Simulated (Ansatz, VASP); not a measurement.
**SrO in VASP and in Ansatz**

Contents of INCAR:

```
  PREC = Accurate
  ENCUT = 520
  EDIFF = 1E-7
  ISMEAR = 0
  SIGMA = 0.05
  LREAL = False
  LASPH = True
  NELM = 60
  ALGO = Normal
  ISIF = 2
  LWAVE = False
  LCHARG = False
  NBANDS = 24
```

The input KPOINTS:

```
Automatic mesh
0
Gamma
  9 9 4
```

Contents of POSCAR:

```
SrO
1.0
    3.6534329764      0.0000000000      0.0000000000
   -1.8267164882      3.1639657686      0.0000000000
    0.0000000000      0.0000000000      5.8811282912
Sr O
2 2
Direct
    0.3333333333      0.6666666667      0.2500000000
    0.6666666667      0.3333333333      0.7500000000
    0.0000000000      0.0000000000      0.0000000000
    0.0000000000      0.0000000000      0.5000000000
```

Input for Ansatz:

```yaml
crystal:
  lattice:
    - [3.6534329764, 0.0, 0.0]
    - [-1.8267164882, 3.1639657686, 0.0]
    - [0.0, 0.0, 5.8811282912]
  atoms:
    - { symbol: Sr, position: [0.3333333333, 0.6666666667, 0.25] }
    - { symbol: Sr, position: [0.6666666667, 0.3333333333, 0.75] }
    - { symbol: O, position: [0.0, 0.0, 0.0] }
    - { symbol: O, position: [0.0, 0.0, 0.5] }
basis:
  ecutwfc: 420
kpoints:
  mp_grid: { grid: [9, 9, 4] }
hamiltonian:
  xc: lda
scf:
  occupations: { method: gaussian, width: 0.05 }
output:
  forces: true
  stress: true
  eigenvalues: true
```

Alike in both runs: task single point; functional LDA; k mesh 9 × 9 × 4; occupations gaussian, width 0.05 eV; no spin polarisation.

```csv
,VASP,Ansatz
version,VASP 6.6.1,Ansatz 0.2.0
potentials or method,"VASP PAW LDA potentials, release 64 (Sr_sv, O)","scalar-relativistic, plane waves, PAW"
plane-wave cutoff (eV),520,420
valence electrons in the cell,32,32
```

Ansatz gave:

- gap on the k mesh at the Fermi level (eV): 2.34
- least direct gap on the mesh (eV): 2.34
- pressure (GPa): -5.0
- largest component of the traceless stress (GPa): 9.17

Task: Estimate VASP's values.

Result: gap on the k mesh at the Fermi level (eV): 2.35; least direct gap on the mesh (eV): 2.35; pressure (GPa): -4.3; largest component of the traceless stress (GPa): 9.16.

Caveats: an odd mesh through Γ misses points on the zone boundary, where band edges often lie. Expect the measured gap to be larger: semilocal functionals such as LDA lack the derivative discontinuity.
